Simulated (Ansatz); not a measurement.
# Strain and the gap of BP (zincblende)

Zincblende BP, relaxed with r2SCAN in Ansatz. The symmetry is F-43m (No. 216, cubic); conventional cell a = 4.537 Å, 11.67 Å³ an atom. Around B lie 4 P at 1.96 Å; around P lie 4 B at 1.96 Å.

The axes x, y and z are those of this cell:
```
CELL_PARAMETERS angstrom
0.00000 2.26832 2.26832
2.26832 0.00000 2.26832
2.26832 2.26832 0.00000
ATOMIC_POSITIONS crystal
B 0.00000 0.00000 0.00000
P 0.25000 0.25000 0.25000
```

Unstrained: The PBE gap is indirect, 1.238 eV (Γ to Γ–X (0.83 of the way from Γ)), below the direct gap of 3.405 eV at Γ. r2SCAN gives an indirect gap of 1.410 eV, from Γ to Γ–X (0.83 of the way from Γ); the least direct gap is 3.602 eV at Γ. The HSE06 gap is indirect, 1.964 eV (Γ to Γ–X (0.83 of the way from Γ)), below the direct gap of 4.344 eV at Γ. Meshes: PBE 10×10×10, r2SCAN 10×10×10, HSE06 6×6×6. Strains are changes of length per length, and xy shears are angles. After each strain the atoms were relaxed again with r2SCAN within the symmetry that the strain leaves, so tilts or polar shifts that break it weren't tested; points keep the names that they have in the unstrained zone. No spin polarisation and no zero-point or thermal motion.

Changes of the least gap in eV (an overlap counts as a negative gap):

| strain | volume change (%) | space group | PBE | r2SCAN | HSE06 | G0W0@PBE (mesh) | energy rise, r2SCAN (meV/atom) |
| --- | --- | --- | --- | --- | --- | --- | --- |
| uniaxial +5.0 % along [111] | +5.0 | R3m | -0.117 | -0.124 | -0.120 | -0.20 | 35.9 |
| xy shear, engineering strain (angle) -2.0 % | 0.0 | Imm2 | -0.124 | -0.129 | -0.127 | -0.19 | 2.9 |
| uniaxial -2.0 % along z | -2.0 | I-4m2 | -0.333 | -0.349 | -0.347 | -0.33 | 5.3 |
| epitaxial +5.0 % in the plane normal to [111], free normal strain -0.78 % | +9.4 | R3m | -0.156 | -0.169 | -0.157 | -0.25 | 75.1 |
| isotropic -1.0 % on every length | -3.0 | F-43m | -0.044 | -0.043 | -0.043 | -0.06 | 5.7 |

Unstrained, G0W0@PBE with 97 empty bands, a screening cutoff of 150 eV and a 6×6×6 mesh gives 1.99 eV on its mesh; the band count follows the volume. G0W0 here is at a finite number of bands, screening cutoff and k mesh, not at the basis limit.

Uniaxial +5.0 % along [111], other directions held. HSE06: the gap goes from 1.964 to 1.844 eV (-0.120 eV); the edges go from Γ → Γ–X (0.83) to Γ → Γ–X (0.88); with r2SCAN the top three valence levels at Γ, degenerate before, become 2+1 from the top over 322 meV. Stress change with r2SCAN, compression positive: xx -7.18, yy -7.18, zz -7.18, xy -5.75, xz -5.75, yz -5.75 GPa.

Xy shear, engineering strain (angle) -2.0 %. HSE06: the gap goes from 1.964 to 1.837 eV (-0.127 eV); the edges go from Γ → Γ–X (0.83) to Γ → Γ–X (0.85); with r2SCAN the top three valence levels at Γ, degenerate before, become 1+1+1 from the top over 168 meV. Stress change with r2SCAN, compression positive: xx +0.08, yy +0.08, zz -0.01, xy +3.95 GPa.

Uniaxial -2.0 % along z, other directions held. HSE06: the gap goes from 1.964 to 1.617 eV (-0.347 eV); with r2SCAN the top three valence levels at Γ, degenerate before, become 1+2 from the top over 208 meV. Stress change with r2SCAN, compression positive: xx +1.63, yy +1.63, zz +7.39 GPa.

Epitaxial +5.0 % in the plane normal to [111], free normal strain -0.78 %. HSE06: the gap goes from 1.964 to 1.807 eV (-0.157 eV); the edges go from Γ → Γ–X (0.83) to Γ → Γ–X (0.90); with r2SCAN the top three valence levels at Γ, degenerate before, become 1+2 from the top over 254 meV. Stress change with r2SCAN, compression positive: xx -12.39, yy -12.39, zz -12.39, xy +6.20, xz +6.20, yz +6.20 GPa.

Isotropic -1.0 % on every length. HSE06: the gap goes from 1.964 to 1.921 eV (-0.043 eV). Stress change with r2SCAN, compression positive: xx +5.41, yy +5.41, zz +5.41 GPa. For HSE06, dE_g/d ln V = 1.4 eV over this step.

Where an edge lies off the special points, it is a point of the mesh or the k point where a search put PBE's edge or least direct gap, reused for the other functionals, whose own edges may lie a little apart.

The meshes of the hybrids are coarse, so their gaps aren't converged to the digits shown.

The splittings at Γ are without spin-orbit coupling, which regroups them where it is of like size or larger.
